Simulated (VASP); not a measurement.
A run of VASP 6.6.1:

File POSCAR:

```
BN
1.0
    2.5008750334      0.0000000000      0.0000000000
   -1.2504375167      2.1658213106      0.0000000000
    0.0000000000      0.0000000000      6.8856267291
B N
2 2
Direct
    0.3333333333      0.6666666667      0.2500000000
    0.6666666667      0.3333333333      0.7500000000
    0.3333333333      0.6666666667      0.7500000000
    0.6666666667      0.3333333333      0.2500000000
```

The input INCAR.step1:

```
SYSTEM = BN
PREC = Accurate ; ENCUT = 520
ISMEAR = 0 ; SIGMA = 0.02
LREAL = .False. ; LASPH = .True.
NELM = 100 ; NBANDS = 16
GGA = PE ; ALGO = Normal
EDIFF = 1E-4 ; LWAVE = .True.
LCHARG = .False.
```

File INCAR.step2:

```
SYSTEM = BN
PREC = Accurate ; ENCUT = 520
EDIFF = 1E-7 ; ISMEAR = 0
SIGMA = 0.02 ; LREAL = .False.
LASPH = .True. ; NELM = 100
ALGO = Normal ; ISIF = 2
LWAVE = .False. ; LCHARG = .False.
METAGGA = R2SCAN ; LMIXTAU = .True.
NBANDS = 16 ; ISTART = 1
```

File KPOINTS:

```
Automatic mesh
0
Gamma
  12 12 4
  0 0 0
```

Potentials or basis: VASP PAW PBE potentials, release 64 (B, N).

Command:

```sh
$ cat potpaw_PBE.64/B/POTCAR potpaw_PBE.64/N/POTCAR > POTCAR
$ cp INCAR.step1 INCAR
$ mpirun -np 1 vasp_std > vasp.out
$ cp INCAR.step2 INCAR
$ mpirun -np 1 vasp_std > vasp.out
```

Hardware: 1 thread of Intel(R) Xeon(R) 6975P-C (Granite Rapids), with other jobs on the host.

Question: Estimate the wall time of this run.

Answer: Run time: 53 s on 1 thread of Intel(R) Xeon(R) 6975P-C (Granite Rapids), on a shared host, peak memory 0.17 GiB. Counts: scf iterations 9, k points 57.
